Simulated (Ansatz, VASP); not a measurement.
# Si24O47 (V_O) in two plane-wave programs, part 2 of 4

Wanted: the spread between two codes on one cell, functional and k mesh. Of the first pair: The cell is taken from a series of runs on this material, whose earlier steps may have relaxed, scaled, displaced or heated it; both programs get it as it stands.

VASP 6.6.1 and Ansatz 0.2.0.

So far: Starting point; Ansatz: single point, PBEsol, pair 1.

## 3. VASP: single point, PBEsol, pair 1

Level of this step: PBEsol, spin-polarised from a ferromagnetic start; plane waves and PAW (Si, O) (VASP).

The same cell, functional and mesh now go to VASP, with its own data sets.

Lines of VASP's logs that name or quote its potential files are left out, and so is its time.

Input file INCAR:

```
SYSTEM = Si24O47
PREC = Accurate
ENCUT = 520
EDIFF = 1E-06
NELM = 200
ISMEAR = 0
SIGMA = 0.01
LREAL = Auto
ALGO = Normal
GGA = PS
NELECT = 377
NBANDS = 240
ISPIN = 2
MAGMOM = -0 0 0 0.03 0 0 0 -0 0 0 0 0.03 0 0 0 -0 0 0 0 0 0 0 0 0 0.05 0 0 0 0 0.02 -0 0.05 0.04 -0 0 0 0 0 0 0 0 0 0 0 0.04 0.03 0 0 0 0 0 0 -0 -0 0 0 -0 0 0 0 0 0 0 0 0 0 0 0 0 0 0
LORBIT = 11
LWAVE = .FALSE.
LCHARG = .FALSE.
ISIF = 2
NUPDOWN = 1
LASPH = .TRUE.
GGA_COMPAT = .FALSE.
NCORE = 2
```

Input file POSCAR:

```
Si24O47
1.0
    9.8968274618      0.0000000000      0.0000000000
   -4.9484137309      8.5709039988      0.0000000000
    0.0000000000      0.0000000000     10.8826433342
Si O
24 47
Direct
    0.2639300000      0.2634700000      0.0018100000
    0.9941100000      0.2429400000      0.3342500000
    0.2320600000      0.9982600000      0.1671000000
    0.2621800000      0.2581200000      0.5040700000
    0.9977300000      0.2285300000      0.8342400000
    0.2362000000      0.9915400000      0.6731000000
    0.2659400000      0.7658900000      0.9995300000
    0.9983800000      0.7335800000      0.3332900000
    0.2379200000      0.5027800000      0.1666600000
    0.2695600000      0.7607300000      0.4926000000
    0.9976500000      0.7337900000      0.8370900000
    0.2377400000      0.4897100000      0.6682700000
    0.7702900000      0.2720200000      0.9981300000
    0.4953100000      0.2392200000      0.3334800000
    0.7423200000      0.0056200000      0.1642200000
    0.7566900000      0.2659900000      0.5031200000
    0.5006900000      0.2365500000      0.8354600000
    0.7344100000      0.9990400000      0.6656800000
    0.7666300000      0.7666600000      0.0024800000
    0.5066000000      0.7407500000      0.3282500000
    0.7348100000      0.5017600000      0.1667900000
    0.7670800000      0.7676600000      0.5001800000
    0.5037500000      0.7340200000      0.8313700000
    0.7307000000      0.5025600000      0.6695300000
    0.1277300000      0.2234800000      0.4080400000
    0.2930700000      0.4265900000      0.0597400000
    0.0751700000      0.3710600000      0.2270000000
    0.2021600000      0.1311300000      0.1079500000
    0.3560300000      0.0760000000      0.2801300000
    0.4260000000      0.3095700000      0.4391500000
    0.1336600000      0.2044700000      0.8929800000
    0.0747900000      0.3521400000      0.7177500000
    0.2116500000      0.1276000000      0.6077000000
    0.3692200000      0.0714500000      0.7771500000
    0.4264800000      0.2918700000      0.9435300000
    0.1347300000      0.7066100000      0.3901400000
    0.2972300000      0.9285000000      0.0616300000
    0.0693300000      0.8627600000      0.2244600000
    0.2089400000      0.6357300000      0.1071500000
    0.3695200000      0.5759500000      0.2741800000
    0.4354800000      0.8061100000      0.4323000000
    0.1343900000      0.7063000000      0.8918100000
    0.2892400000      0.9075900000      0.5716500000
    0.0698400000      0.8673400000      0.7309500000
    0.2177700000      0.6074600000      0.5814600000
    0.3732600000      0.5657500000      0.7689500000
    0.4239400000      0.7882600000      0.9351600000
    0.6191400000      0.2038000000      0.4009800000
    0.7965200000      0.4330600000      0.0584000000
    0.5714900000      0.3652900000      0.2240400000
    0.7167400000      0.1416300000      0.1058400000
    0.8705200000      0.0765900000      0.2748000000
    0.9166200000      0.3009300000      0.4361400000
    0.6377200000      0.2114600000      0.8918100000
    0.7883500000      0.4286600000      0.5629100000
    0.5667300000      0.3684000000      0.7276400000
    0.7069000000      0.1349100000      0.6097400000
    0.8613800000      0.0675100000      0.7768900000
    0.9322500000      0.3024400000      0.9344500000
    0.6366000000      0.7099300000      0.3920300000
    0.8009900000      0.9330900000      0.0572000000
    0.5786500000      0.8691300000      0.2194700000
    0.7045500000      0.6360800000      0.1105100000
    0.8627800000      0.5705500000      0.2766600000
    0.9296000000      0.7936500000      0.4428600000
    0.6369100000      0.7076600000      0.8930900000
    0.7982000000      0.9319100000      0.5580000000
    0.5710200000      0.8605900000      0.7210100000
    0.7032700000      0.6366700000      0.6086800000
    0.8628400000      0.5731800000      0.7764100000
    0.9290800000      0.7922600000      0.9465200000
```

Input file KPOINTS:

```
Automatic mesh
0
Gamma
1 1 1
0 0 0
```

Potentials, in the order of the species: Si and O (PBE family, release 64).

Started as:

```
> mpirun -np 8 vasp_gam
```

Numbers of over 12 decimals in the logs are rounded to 6 here.

The program printed:

```text
[banner, memory and clock lines left out]
running    8 mpi-ranks, on    1 nodes
[...]
|                                                                             |
|               ----> ADVICE to this user running VASP <----                  |
|                                                                             |
|     You enforced a specific xc type in the INCAR file but a different       |
|     [... a line on the potential file left out ...]
|     I HOPE YOU KNOW WHAT YOU ARE DOING!                                     |
|                                                                             |

 LDA part: xc-table for (Slater+PW92), standard interpolation
 POSCAR, INCAR and KPOINTS ok, starting setup
[...]
entering main loop
       N       E                     dE             d eps       ncg     rms          rms(c)
DAV:   1     0.337061773077E+04    0.33706E+04   -0.22541E+05   992   0.154E+03
DAV:   2    -0.359817414093E+03   -0.37304E+04   -0.36165E+04  1184   0.374E+02
DAV:   3    -0.645171653776E+03   -0.28535E+03   -0.28370E+03  1152   0.110E+02
DAV:   4    -0.650504865688E+03   -0.53332E+01   -0.53131E+01  1160   0.163E+01
DAV:   5    -0.650615103107E+03   -0.11024E+00   -0.11011E+00  1152   0.224E+00BRMIX: very serious problems
 the old and the new charge density differ
 old charge density:   378.00000 new  377.00000
    0.686E+01
DAV:   6    -0.583886457814E+03    0.66729E+02   -0.28370E+02  1096   0.327E+01    0.331E+01
DAV:   7    -0.583351825973E+03    0.53463E+00   -0.77659E+00  1168   0.546E+00    0.122E+01
DAV:   8    -0.583111744958E+03    0.24008E+00   -0.50694E-01  1160   0.211E+00    0.464E+00
DAV:   9    -0.583122797465E+03   -0.11053E-01   -0.11367E-01  1144   0.964E-01    0.168E+00
[...]
DAV:  16    -0.583144123324E+03    0.21930E-05   -0.44479E-05  1248   0.255E-02    0.781E-03
DAV:  17    -0.583144124092E+03   -0.76770E-06   -0.15441E-05  1160   0.131E-02    0.787E-03
DAV:  18    -0.583144123708E+03    0.38403E-06   -0.16115E-06   840   0.369E-03
   1 F= -.58314412E+03 E0= -.58314412E+03  d E =-.149128E-20  mag=     1.0000
```

From OUTCAR (step 3):

```text
  Total       -4.5131563     -9.0108544     -6.7010444      1.3517365     -3.6079378      0.4281225
  in kB       -7.8331047    -15.6393799    -11.6304376      2.3460950     -6.2619933      0.7430562
  external PRESSURE =     -11.7009741 kB  Pullay stress =       0.0000000 kB

 POSITION                                       TOTAL-FORCE (eV/Angst)
 -----------------------------------------------------------------------------------
      1.30831      2.25818      0.01970         0.009881      0.012788     -0.008080
      8.63637      2.08222      3.63752         0.015311     -0.006747      0.005289
     -2.64315      8.55599      1.81849        -0.009009     -0.007579      0.001119
      1.31747      2.21232      5.48561        -0.025953      0.009971      0.047224
      8.74350      1.95871      9.07874         0.006775     -0.017415     -0.014052
     -2.56892      8.49839      7.32511        -0.009825      0.003054     -0.026312
     -1.15798      6.56437     10.87753         0.008185      0.015664     -0.002978
      6.25074      6.28744      3.62708         0.016544     -0.022627      0.009803
     -0.13331      4.30928      1.81370        -0.013789     -0.003849      0.007015
     -1.09662      6.52014      5.36079        -0.003710     -0.003655      0.033380
      6.24247      6.28924      9.10975         0.003852     -0.015631     -0.007248
     -0.07042      4.19726      7.27254        -0.005968     -0.020700     -0.040470
[...]
-2.16320      6.05629      4.24575        -0.005172     -0.009988     -0.007677
[...]
-----------------------------------------------------------------------------------
    total drift:                               -0.001458     -0.006807     -0.024677

  FREE ENERGIE OF THE ION-ELECTRON SYSTEM (eV)
  ---------------------------------------------------
  free  energy   TOTEN  =      -583.1441237079 eV

  energy  without entropy=     -583.1441237079  energy(sigma->0) =     -583.14412371

 magnetization (x)
# of ion       s       p       d       tot
------------------------------------------
    1       -0.000  -0.000   0.000  -0.000
    2        0.000   0.000   0.000   0.000
    3        0.000   0.000   0.000   0.000
    4        0.035   0.064   0.000   0.099
    5        0.000   0.001   0.000   0.001
    6        0.002   0.003   0.000   0.004
    7        0.000  -0.000   0.000   0.000
    8        0.000  -0.000   0.000  -0.000
    9        0.000  -0.000   0.000   0.000
   10        0.001   0.001   0.000   0.002
   11        0.000   0.000   0.000   0.000
   12        0.029   0.052   0.000   0.081
   13        0.000   0.000   0.000   0.000
[...]
--------------------------------------------------
tot          0.099   0.364   0.000   0.462

[... 3 further parts left out ...]
[key lines of the parts left out:]
E-fermi :   0.9671
```

The cell is charged against a uniform background.

The run ends at a pressure of -1.17 GPa, with forces up to 0.055 eV/Å.

## 4. Side by side

Known differences besides the potentials themselves: VASP starts from the moments at which Ansatz ended; fixed occupations in Ansatz, narrow Gaussian smearing in VASP; the cutoff is 420 eV in Ansatz and 520 eV in VASP (PREC = Accurate, projectors in real space); Ansatz makes its cores anew for this functional, VASP keeps those of its PBE data sets; site moments are counted in spheres of each program's own size. Total energies have different zeros and are not compared.

The two programs side by side:

| quantity | Ansatz | VASP | difference |
| --- | --- | --- | --- |
| total moment, fixed by the input (μB) | 1.00 | 1.00 | 0.00 |
| moment on Si4 (μB) | 0.03 | 0.10 | -0.07 |
| moment on Si12 (μB) | 0.03 | 0.08 | -0.05 |
| moment on O32 (μB) | 0.05 | 0.06 | -0.01 |
| moment on O25 (μB) | 0.05 | 0.06 | -0.01 |

At this near-relaxed geometry the largest component of a force difference is 58 meV/Å. The cell carries a charge of +1 e against a uniform background, so its pressure also hangs on how the neutralising background is counted, and in a defect's cell a gap may be the spacing between its levels.

## 5. Ansatz: relaxation, PBEsol

The two programs are compared at the cell with which this relaxation starts, whose forces are those of its first step.

The structure compared here is the start of the Ansatz relaxation; VASP solves that cell, so the two are compared at the walk's first step.

Input file input.yaml:

```yaml
crystal:
  lattice:
    - [4.94841373, 0.0, 0.0]
    - [-2.47420687, 4.285452, 0.0]
    - [0.0, 0.0, 5.44132167]
  atoms:
    - { symbol: Si, position: [0.529715, 0.529715, 0.0] }
    - { symbol: Si, position: [0.0, 0.470285, 0.666667] }
    - { symbol: Si, position: [0.470285, 0.0, 0.333333] }
    - { symbol: O, position: [0.267082, 0.412487, 0.785389] }
    - { symbol: O, position: [0.587513, 0.854595, 0.118722] }
    - { symbol: O, position: [0.145405, 0.732918, 0.452055] }
    - { symbol: O, position: [0.412487, 0.267082, 0.214611] }
    - { symbol: O, position: [0.732918, 0.145405, 0.547945] }
    - { symbol: O, position: [0.854595, 0.587513, 0.881278] }
  supercell: [2, 2, 2]
  defects: [{ vacancy: 13 }]
total_charge: 1
basis:
  ecutwfc: 420
  xc_grid: 2
hamiltonian:
  xc: pbesol
  pseudopotentials: { kind: paw, azcp: { folder: soft_1 }, xc_functional: pbe }
kpoints:
  mp_grid: { grid: [1, 1, 1], shift: [0.25, 0.25, 0.25] }
magnetization:
  spin_polarized: true
  initial_magnetization: 1
  spin_locking: { lock_magnetization: hard }
scf:
  occupations: { method: fixed }
  max_iter: 80
output:
  forces: true
  charged_corrections:
    epsilon: [2.49, 2.49, 2.52]
    static_epsilon: [4.63, 4.63, 4.85]
    defect_position: [0.293757, 0.427297, 0.559361]
relax:
  f_tol: 0.015
  max_steps: 60
  random_displacement: { amplitude: 0.04, seed: 1363 }
checkpoint:
  write: "../qp1_M1.relax.run"
  compress: false
  write_wavefunctions: true
  write_every: 100000
```

Started as:

```
> ansatz run input.yaml --threads 32 --pin off --max-ram 84787MiB --backend cuda --events-out ev --progress --plain --runs-dir out --max-vram 78GiB
```

The program printed:

```text
[...]
Crystal: 71 atoms, lattice volume = 923.118 Å³
Basis set: ecut = 420 eV, 18049 PW (Γ), exchange–correlation on 144×144×150 points (8 copies of the dense FFT grid, shifted against one another)
Bands: 260, of which v1, the nominal top of the filled ones, is band 189 counted from 1 (188 counted from 0)
Symmetry: 1 space group operations
k-points: 1
[...]
atoms:
    - { symbol: Si, position: [0.263931, 0.263472, 0.00180576] }
    - { symbol: Si, position: [-0.0058931, 0.242944, 0.334250] }
    - { symbol: Si, position: [0.232065, -0.00174271, 0.167097] }
    - { symbol: O, position: [0.127732, 0.223480, 0.408040] }
    - { symbol: O, position: [0.293075, 0.426590, 0.059736] }
    - { symbol: O, position: [0.075174, 0.371064, 0.227002] }
  [... 65 more lines of this table ...]
[key lines of the parts left out:]
SCF converged after 7 iterations
Magnetization: 1.0000 μB (189.0000 up, 188.0000 down)
Free energy (F): -41358.386331 eV
Fermi energy:    2.799006 (↑ 2.799006, ↓ 2.176114) eV
```

[end of part 2 of 4]

[Lines on the potential files, build, host, timing and source positions are cut from VASP's logs without a mark.]

[Logs are printed without paths, hosts, clocks, repeated set-up lines and the standing remarks that a program may print on its own settings, such as how far it seeks lower states.]

[Hosts, paths, dates, database ids (printed as entryN), source tags and the programs' standing remarks are cut or masked in the printed files.]
